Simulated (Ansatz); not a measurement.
# TiTe2 (P-3m1) in Ansatz: a series of runs

One crystal, TiTe2, is run at these levels: LDA, PBE; tasks: relaxation of cell and atoms.

Program: Ansatz 0.2.0. These are calculated values, not measurements. Logs are shortened: lines on timing, memory, paths and dates and some standing lists are left out, and cuts for length are marked.

### Step 1. The structure

Symmetry: P-3m1, No. 164, trigonal system. The conventional cell has a = 3.777 Å, b = 3.777 Å, c = 6.498 Å, α = 90.00°, β = 90.00°, γ = 120.00°. Te (site symmetry 3m) is surrounded by 3 Ti at 2.77 Å. Ti (site symmetry -3m) is surrounded by 6 Te at 2.77 Å.

### Step 2. Relaxation of cell and atoms, LDA

input.yaml reads:

```yaml
crystal:
  lattice:
    - [3.777, 0.0, 0.0]
    - [-1.8885, 3.2709779501, 0.0]
    - [0.0, 0.0, 6.498]
  atoms:
    - { symbol: Te, position: [0.3333333333, 0.6666666667, 0.7372] }
    - { symbol: Te, position: [0.6666666667, 0.3333333333, 0.2628] }
    - { symbol: Ti, position: [0.0, 0.0, 0.0] }
hamiltonian:
  xc: lda
  pseudopotentials: { kind: paw }
kpoints:
  mp_grid: { grid: [8, 8, 4] }
scf:
  occupations: { method: fermi_dirac, width: 0.05 }
output:
  forces: true
  stress: true
  eigenvalues: true
  write_density: true
  write_potential: true
  elf: true
  volumetric_format: npy
relax:
  f_tol: 0.01
  max_steps: 40
  cell: { stress_tol: 0.05 }
```

Potentials or basis: Ansatz PAW.

Launch:

```
$ ansatz run input.yaml --threads 2 --pin off --max-ram 5632MiB --backend cpu --events-out ev --progress --plain --runs-dir out
```

What it wrote:

```text
Warning: RAYON_NUM_THREADS=2 ignored (pool sized by the plan → 2); use --threads N
Engine: ansatz 0.2.0, x86_64-unknown-linux-gnu
Pseudopotentials: kind: paw
Pseudopotential: Te, paw, valence charge 16, recommended cutoff 420 eV (normal), Te.paw.azcp
Pseudopotential: Ti, paw, valence charge 12, recommended cutoff 420 eV (normal), Ti.paw.azcp
Functional definition: SPW92
  exchange = slater_x
  correlation = pw_c
Crystal: 3 atoms, lattice volume = 80.279 Å³
Basis set: ecut = 420 eV, 1581 PW (Γ)
Bands: 27, of which v1, the nominal top of the filled ones, is band 22 counted from 1 (21 counted from 0)
Symmetry: 12 space group operations
Space group: P-3m1 (ITA 164), of the structure as read, at distance tolerance 4.3e-5 Å
k-points: 35 of 256
Non-local potential: Te, projectors of the file, l = 0: 2, l = 1: 2, l = 2: 2, l = 3: 2
Non-local potential: Ti, projectors of the file, l = 0: 3, l = 1: 2, l = 2: 3, l = 3: 1
PAW form: soft (Blöchl's): semilocal exchange-correlation on the pseudo side does not see the compensation charge
PAW frozen core: Te, regenerated for the run's functional, and the local potential with it (the file was generated under x = pbe(κ = 0.804, μ = 0.2195149727645171), c = pbe(β = 0.06672455060314922))
PAW frozen core: Ti, regenerated for the run's functional, and the local potential with it (the file was generated under x = pbe(κ = 0.804, μ = 0.2195149727645171), c = pbe(β = 0.06672455060314922))
PAW one-centre angular grid: Te, 590 points (default); XC on 64 Gauss nodes
PAW one-centre angular grid: Ti, 590 points (default); XC on 64 Gauss nodes
Initial density: superposition of atomic densities (neutral atoms: chi_scale 0, normalization atom), corrected by the library's trained network
Initial wavefunctions: pseudopotential atomic-orbital guess
Functional: x = slater, c = lda
SCF iter   1: F=—  HF=-16106.830606 eV  |F-HF|=—  |Δ(HF+E_count)|=         —  Δρ=6.30e-3  dr2=2.67e-2  ethr=1.77e-3  ⟨swp⟩=6.1  Hψ=4260  notcnv=0
preconditioner: auto → LDOS  [metal: Δε(μ)=0.052 eV  Ē_g=6.293 eV  σ=0.050 eV  W_gap=0.25  n_scr=22 (ndim 8)  ℏωp=16.6 eV  f_vac=0.014  D(μ)=1.41/eV (n_scr^D=2)  β→1.0]
SCF iter   2: F=—  HF=-16106.828654 eV  |F-HF|=—  |Δ(HF+E_count)|=   1.95e-3  Δρ=4.92e-3  dr2=3.12e-2  ethr=6.07e-5  ⟨swp⟩=2.2  Hψ=1831  notcnv=0
SCF iter   3: F=—  HF=-16106.825024 eV  |F-HF|=—  |Δ(HF+E_count)|=   3.63e-3  Δρ=1.05e-3  dr2=1.46e-3  ethr=6.07e-5  ⟨swp⟩=2.5  Hψ=1543  notcnv=0
SCF iter   4: F=—  HF=-16106.824842 eV  |F-HF|=—  |Δ(HF+E_count)|=   1.82e-4  Δρ=1.19e-4  dr2=9.23e-6  ethr=3.31e-6  ⟨swp⟩=2.1  Hψ=1308  notcnv=0
SCF iter   5: F=—  HF=-16106.824836 eV  |F-HF|=—  |Δ(HF+E_count)|=   6.36e-6  Δρ=1.05e-5  dr2=6.01e-8  ethr=2.10e-8  ⟨swp⟩=2.0  Hψ=1714  notcnv=0
SCF iter   6: F=-16106.824836 eV  HF=-16106.824836 eV  |F-HF|=3.19e-9  |Δ(HF+E_count)|=   7.90e-9  Δρ=2.77e-6  dr2=6.19e-9  ethr=1.37e-10  ⟨swp⟩=7.0  Hψ=6139  notcnv=0
SCF 1 converged in 6 iterations: F = -16106.824836 eV  dr2 = 6.19e-9
relax step   1: F+E_penalty+E_count = -16106.82483564 eV  Δ(F+E_penalty+E_count) = +0.000e0 eV  max|allowed force component| = 3.100e-1 eV/Å  Δτ_max = 0.0000 Å  P = -4.110 GPa  Ω = 80.279 Å³  (6 SCF iters, dr2 threshold 1.00e-7 eV, accepted)
Crystal: 3 atoms, lattice volume = 69.690 Å³
Basis set: ecut = 420 eV, 1305 PW (Γ)
Initial density: handed on by an earlier stage of this run
Initial wavefunctions: those handed on with the density
SCF iter   1: F=—  HF=-16107.063765 eV  |F-HF|=—  |Δ(HF+E_count)|=         —  Δρ=3.00e-2  dr2=2.09e0  ethr=3.10e-3  ⟨swp⟩=5.6  Hψ=3805  notcnv=0
preconditioner: auto → Kerker (q_TF=auto, 2.527 Å⁻¹)  [metal: Δε(μ)=0.014 eV  Ē_g=6.613 eV  σ=0.050 eV  W_gap=0.07  n_scr=22 (ndim 8)  ℏωp=17.8 eV  f_vac=0.000  D(μ)=1.78/eV (n_scr^D=10)]
SCF iter   2: F=—  HF=-16106.943417 eV  |F-HF|=—  |Δ(HF+E_count)|=   1.20e-1  Δρ=1.71e-2  dr2=7.94e-1  ethr=3.10e-3  ⟨swp⟩=2.0  Hψ=1380  notcnv=0
SCF iter   3: F=—  HF=-16106.863302 eV  |F-HF|=—  |Δ(HF+E_count)|=   8.01e-2  Δρ=2.41e-3  dr2=2.45e-2  ethr=1.81e-3  ⟨swp⟩=2.0  Hψ=1110  notcnv=0
SCF iter   4: F=—  HF=-16106.861931 eV  |F-HF|=—  |Δ(HF+E_count)|=   1.37e-3  Δρ=1.01e-3  dr2=1.05e-3  ethr=5.56e-5  ⟨swp⟩=2.0  Hψ=1345  notcnv=0
SCF iter   5: F=—  HF=-16106.861782 eV  |F-HF|=—  |Δ(HF+E_count)|=   1.48e-4  Δρ=2.88e-4  dr2=1.73e-4  ethr=2.40e-6  ⟨swp⟩=2.1  Hψ=1188  notcnv=0
[... 69 lines left out ...]
iter 1 solved again at ethr=1.94e-7 eV; its pass at ethr=3.10e-3 eV (dr2=8.53e-5 eV) is discarded
SCF iter   1: F=—  HF=-16106.901049 eV  |F-HF|=—  |Δ(HF+E_count)|=         —  Δρ=1.24e-6  dr2=5.03e-10  ethr=1.94e-7  ⟨swp⟩=3.2  Hψ=6397  notcnv=0
eigensolver tolerance schedule: the retry pair's looser diagonalisation over-reported the residual by 169475.20 of it (diagonalisation noise at an unbounded share of the residual, at the tolerance the schedule requests for it); recorded, not acted on — ethr = c·dr2/N_el stays at c = 1.0e-1
preconditioner: auto → Kerker (q_TF=auto, 2.503 Å⁻¹)  [metal: Δε(μ)=0.030 eV  Ē_g=6.613 eV  σ=0.050 eV  W_gap=0.15  n_scr=22 (ndim 8)  ℏωp=17.3 eV  f_vac=0.005  D(μ)=1.43/eV (n_scr^D=2)]
SCF iter   2: F=—  HF=-16106.901050 eV  |F-HF|=—  |Δ(HF+E_count)|=   1.24e-6  Δρ=6.28e-7  dr2=8.63e-11  ethr=1.14e-12  ⟨swp⟩=4.0  Hψ=2654  notcnv=0
SCF iter   3: F=—  HF=-16106.901050 eV  |F-HF|=—  |Δ(HF+E_count)|=  7.28e-12  Δρ=3.60e-7  dr2=3.34e-11  ethr=1.00e-12  ⟨swp⟩=1.0  Hψ=945  notcnv=0
iter 4 did not close the SCF: its close was put off for the readings that it lacked (scf_convergence_deferred on its scf_iter line)
SCF iter   4: F=-16106.901050 eV  HF=-16106.901050 eV  |F-HF|=1.82e-12  |Δ(HF+E_count)|=  3.64e-12  Δρ=3.41e-8  dr2=1.47e-12  ethr=1.00e-12  ⟨swp⟩=1.0  Hψ=945  notcnv=0
iter 5 did not close the SCF: its close was put off for the readings that it lacked (scf_convergence_deferred on its scf_iter line)
SCF iter   5: F=-16106.901050 eV  HF=-16106.901050 eV  |F-HF|=1.82e-12  |Δ(HF+E_count)|=  5.46e-12  Δρ=1.62e-8  dr2=3.23e-13  ethr=1.00e-12  ⟨swp⟩=1.0  Hψ=945  notcnv=0
iter 6 did not close the SCF: its close was put off for the readings that it lacked (scf_convergence_deferred on its scf_iter line)
SCF iter   6: F=-16106.901050 eV  HF=-16106.901050 eV  |F-HF|=1.82e-12  |Δ(HF+E_count)|=    0.00e0  Δρ=5.13e-9  dr2=2.87e-14  ethr=1.00e-12  ⟨swp⟩=1.0  Hψ=945  notcnv=0
iter 7 did not close the SCF: its close was put off for the readings that it lacked (scf_convergence_deferred on its scf_iter line)
SCF iter   7: F=-16106.901050 eV  HF=-16106.901050 eV  |F-HF|=1.82e-12  |Δ(HF+E_count)|=    0.00e0  Δρ=1.30e-9  dr2=1.30e-15  ethr=1.00e-12  ⟨swp⟩=1.0  Hψ=945  notcnv=0
SCF iter   8: F=-16106.901050 eV  HF=-16106.901050 eV  |F-HF|=1.82e-12  |Δ(HF+E_count)|=    0.00e0  Δρ=2.89e-10  dr2=8.16e-17  ethr=1.00e-12  ⟨swp⟩=3.0  Hψ=2433  notcnv=0
SCF 8 converged in 8 iterations: F = -16106.901050 eV  dr2 = 8.16e-17
relax step   8: F+E_penalty+E_count = -16106.90105011 eV  Δ(F+E_penalty+E_count) = -1.384e-6 eV  max|allowed force component| = 4.785e-4 eV/Å  Δτ_max = 0.0000 Å  P = +0.001 GPa  Ω = 73.785 Å³  stress off target by 1.05e-2 GPa  SCF on the basis re-selected at this cell (its energy is not comparable with the rows above)  (8 SCF iters)
basis re-selected at this cell: Δ(F+E_penalty+E_count) = -1.384e-6 eV, ΔP = -0.000 GPa vs the last step (what re-selecting the basis moved, of the pressure what is left beyond the Pulay correction that the steps carried, after the strain that the cell walked since its last selection, with what the two solves' SCF thresholds leave and, on support functions, any second-order correction that the steps lacked; it is no measure of the basis error at this ecutwfc). This SCF's stress stands 1.05e-2 GPa from its target on what of the cell is left free (relax.cell.stress_tol is 5.00e-2 GPa) and its largest allowed force component is 4.78e-4 eV/Å (relax.f_tol is 1.00e-2 eV/Å): within both
SCF converged after 8 iterations
Free energy (F): -16106.901050 eV
Harris-Foulkes:  -16106.901050 eV  (|F-HF|=1.82e-12)
Internal energy: -16106.889409 eV  (E = F + TS)
E sigma→0 (E₀):  -16106.895230 eV
Entropy (-TS):   -0.011641 eV (-3.880 meV/atom)
Fermi energy:    11.277949 eV
--- Per-component energies (eV) ---
  E_band       = -621.728770
  E_kinetic    = 638.930777
  E_local      = -3189.055223  (includes V_loc(G=0)·N_el)
  E_nonlocal   = -596.682542
  E_hartree    = 1898.458924
  E_xc         = -346.435390
  E_vxc        = -334.085132  (∫ρ·V_xc dr)
  E_paw        = -10019.790284  (= ΣΔE_a)
  E_vpaw       = -937.754185  (= ΣTr[D̂ρ^β])
  E_aug_tail   = -0.000313  (compensation charges beyond the density's cutoff)
  E_ewald      = -4493.998631
  E_core_change = 1.683273  (= ΣΔE_core)
  E_smearing   = -0.011641  (= −TS)
  E_closure    = -0.000000  (closes the sum)
  Σ components = -16106.901050   (vs F -16106.901050, Δ=0.00e0)
--- Forces (eV/Å), atoms counted from 1 ---
  atom   1  Te     0.00000000     0.00000000    -0.00047846
  atom   2  Te     0.00000000    -0.00000000     0.00047846
  atom   3  Ti     0.00000000     0.00000000     0.00000000
  max |Σ_I F_I| component: 4.63e-18 eV/Å
--- Stress (GPa, compression-positive) ---
       -0.004375       0.000000       0.000000
        0.000000      -0.004375       0.000000
        0.000000       0.000000       0.010549
  P = ⅓ Tr σ = 0.0006 GPa (0.006 kbar)
--- Band table (eV; the first three rows and the last of 35) ---
  k-point 0: bands = ["-45.3955", "-25.2026", "-25.2026", "-25.1998", "-25.1998", "-25.1791", "-25.1791", "-25.1770", "-25.1770", "-25.1740", "-25.1714", "-21.9599", "-21.9599", "-21.9579", "-1.6336", "0.1488", "5.5974", "9.6266", "9.6266", "11.5403", "11.7267", "11.7267", "12.1299", "12.6257", "12.6257", "14.5425", "14.5425"]
  k-point 1: bands = ["-45.3955", "-25.2057", "-25.2057", "-25.1969", "-25.1969", "-25.1787", "-25.1787", "-25.1771", "-25.1771", "-25.1736", "-25.1717", "-21.9599", "-21.9599", "-21.9580", "-1.4432", "-0.2247", "6.3435", "9.6734", "9.6734", "10.2096", "11.7186", "11.7186", "12.3755", "12.3900", "12.3900", "14.8483", "14.8483"]
  k-point 2: bands = ["-45.3955", "-25.2075", "-25.2075", "-25.1955", "-25.1955", "-25.1780", "-25.1780", "-25.1775", "-25.1775", "-25.1727", "-25.1726", "-21.9599", "-21.9599", "-21.9580", "-0.9193", "-0.9091", "7.9427", "8.2930", "9.7239", "9.7239", "11.7114", "11.7114", "12.1873", "12.1873", "12.4404", "15.1322", "15.1322"]
  k-point 34: bands = ["-45.3907", "-25.2087", "-25.1988", "-25.1977", "-25.1910", "-25.1805", "-25.1792", "-25.1767", "-25.1751", "-25.1642", "-25.1639", "-22.0147", "-21.9951", "-21.9278", "0.6295", "0.7867", "6.5931", "6.7488", "7.9199", "7.9853", "9.4223", "9.7407", "11.9888", "12.4403", "12.5800", "14.1918", "14.9660"]
--- Relaxed structure (6 steps of the walk, 6 accepted, 2 SCFs on fresh bases) ---
  F+E_penalty+E_count = -16106.90105011 eV   max|allowed force component| = 4.785e-4 eV/Å   (the final SCF, on the basis selected at the relaxed cell)
  cell:  # Å, volume = 73.7850 Å³
    - [3.675828188784473, -8.550641616221009e-33, -2.7305905683760308e-17]
    - [-1.8379140943922365, 3.1833605914342953, 1.3652952841880151e-17]
    - [-4.6977435830793485e-17, -2.32384521023186e-33, 6.305611534418919]
  atoms:
    - { symbol: Te, position: [0.3333333333333333, 0.6666666666666666, 0.7304875451842735] }
    - { symbol: Te, position: [0.6666666666666665, 0.3333333333333333, 0.2695124548157266] }
    - { symbol: Ti, position: [3.1473416956318204e-35, 1.422661620725395e-34, 3.5455980556043356e-19] }
```

It took 13 s on 2 threads of Intel Xeon Platinum 8488C (Sapphire Rapids), shared host; peak memory 0.48 GiB.

What came out:

```yaml
Free_energy: -16106.9011 eV
Relaxed_volume: 24.60 Å³/atom
Relaxed_cell: a = 3.676 Å, b = 3.676 Å, c = 6.306 Å, α = 90.00°, β = 90.00°, γ = 120.00°
Space_group_after_relaxing_to_0.05_Å: P-3m1 (No. 164)
Energy_gained_by_relaxing: 25.4 meV/atom
Ionic_steps: 8
Pressure_after_relaxing: 0.0 GPa
Band_gap_on_the_k_mesh: none (metal or under the smearing width)
```

The path:
| step | energy change (eV) | largest force (eV/Å) | volume (Å³) |
| --- | --- | --- | --- |
| 1 | 0.0000 | 0.3100 | 80.28 |
| 2 | -0.0369 | 0.1449 | 69.69 |
| 3 | -0.0752 | 0.0437 | 74.81 |
| 4 | -0.0775 | 0.0246 | 73.93 |
| 5 | -0.0776 | 0.0032 | 73.79 |
| 6 | -0.0762 | 0.0032 | 73.79 |
| 7 | -0.0762 | 0.0005 | 73.79 |
| 8 | -0.0762 | 0.0005 | 73.79 |

Final structure:
```
Te Ti
1.0
     3.67583    0.00000    0.00000
    -1.83791    3.18336    0.00000
     0.00000    0.00000    6.30561
Te Ti
2 1
Direct
  0.33333 0.66667 0.73049
  0.66667 0.33333 0.26951
  0.00000 0.00000 0.00000
```

Caveat: the plane-wave basis is chosen anew once the cell has moved, so the energies of steps on either side of that aren't comparable; the PAW data sets come from PBE, with cores solved anew for the run's functional, which leaves a small shift of forces and pressure. Zero-point motion and thermal expansion aren't in these numbers.

### Step 3. Relaxation of cell and atoms, PBE

Changes to input.yaml since step 2:

```diff
@@ -10,3 +10,3 @@
 hamiltonian:
-  xc: lda
+  xc: pbe
   pseudopotentials: { kind: paw }
```

Potentials or basis: Ansatz PAW.

Launch:

```
$ ansatz run input.yaml --threads 2 --pin off --max-ram 5632MiB --backend cpu --events-out ev --progress --plain --runs-dir out
```

Run time: 11 s. Hardware: 2 threads of Intel Xeon Platinum 8488C (Sapphire Rapids), shared host; peak memory 0.48 GiB.

Results (log left out):

```
Free energy                            : -16461.6934 eV
Relaxed volume                         : 27.86 Å³/atom
Relaxed cell                           : a = 3.788 Å, b = 3.788 Å, c = 6.724 Å, α = 90.00°, β = 90.00°, γ = 120.00°
Space group after relaxing (to 0.05 Å) : P-3m1 (No. 164)
Energy gained by relaxing              : 3.5 meV/atom
Ionic steps                            : 6
Pressure after relaxing                : 0.0 GPa
Band gap on the k mesh                 : none (metal or under the smearing width)
```

The path:
| step | energy change (eV) | largest force (eV/Å) | volume (Å³) |
| --- | --- | --- | --- |
| 1 | 0.0000 | 0.0120 | 80.28 |
| 2 | -0.0044 | 0.1261 | 84.79 |
| 3 | -0.0074 | 0.1244 | 84.04 |
| 4 | -0.0099 | 0.0090 | 83.55 |
| 5 | -0.0101 | 0.0001 | 83.57 |
| 6 | -0.0105 | 0.0001 | 83.57 |

Final structure:
```yaml
crystal:
  lattice:
    - [3.78815, 0.00000, 0.00000]
    - [-1.89407, 3.28063, 0.00000]
    - [0.00000, 0.00000, 6.72429]
  atoms:
    - { symbol: Te, position: [0.33333, 0.66667, 0.74493] }
    - { symbol: Te, position: [0.66667, 0.33333, 0.25507] }
    - { symbol: Ti, position: [0.00000, 0.00000, 0.00000] }
```

Levels at points of the mesh, in eV from the Fermi level:
```csv
k point,band 18,band 19,band 20,band 21,band 22,band 23,band 24,band 25,band 26,band 27
"(0.00, 0.00, 0.00)",-1.62,-1.62,0.25,0.36,0.41,0.41,1.06,1.06,3.12,3.12
"(0.00, 0.00, -0.50)",-2.47,-1.57,-1.57,0.40,0.40,0.84,0.84,0.95,3.42,3.42
"(0.00, -0.50, 0.00)",-3.68,-2.51,-2.33,-1.74,-0.99,0.03,1.14,1.47,2.45,3.24
"(0.00, -0.50, -0.50)",-4.32,-2.36,-1.92,-1.12,-0.63,-0.23,1.14,1.45,2.69,3.40
```

Caveat: the plane-wave basis is chosen anew once the cell has moved, so the energies of steps on either side of that aren't comparable; this functional lacks dispersion, which binds the layers, so the pressure and a relaxed spacing across them are unreliable. Spin-orbit coupling is left out, which matters for the levels of Te.
